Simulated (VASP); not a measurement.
Input of a VASP 6.6.1 run:

File INCAR:

```
SYSTEM = Si
  PREC = Accurate
  ENCUT = 520
  EDIFF = 1E-6
  ISMEAR = 0
  SIGMA = 0.01
  LREAL = .FALSE.
  LASPH = .TRUE.
  NELM = 100
  ALGO = Fast
  ISIF = 2
  LWAVE = .FALSE.
  LCHARG = .FALSE.
  GGA = PS
  NBANDS = 16
```

File KPOINTS:

```
Automatic mesh
0
G
  18 18 10
  0 0 0
```

Contents of POSCAR:

```
Si
1.0
    3.8248883555      0.0000000000      0.0000000000
   -1.9124441778      3.3124504825      0.0000000000
    0.0000000000      0.0000000000      6.3243008766
Si
4
Direct
    0.3333333333      0.6666666667      0.0629975439
    0.6666666667      0.3333333333      0.5629975439
    0.3333333333      0.6666666667      0.4370024561
    0.6666666667      0.3333333333      0.9370024561
```

Potentials or basis: VASP PAW PBE potentials, release 64 (Si).

The run is started by

```sh
$ cat potpaw_PBE.64/Si/POTCAR > POTCAR
$ mpirun -np 1 vasp_std > vasp.out
```

What does it give for the pressure?

0.1 GPa.

What does it give for the band gap on the k mesh?

0.29 eV, indirect (least direct gap 0.97 eV).

Caveat: the PAW data sets were made with another functional, which shifts forces and pressure a little. A k mesh can miss the band edges.
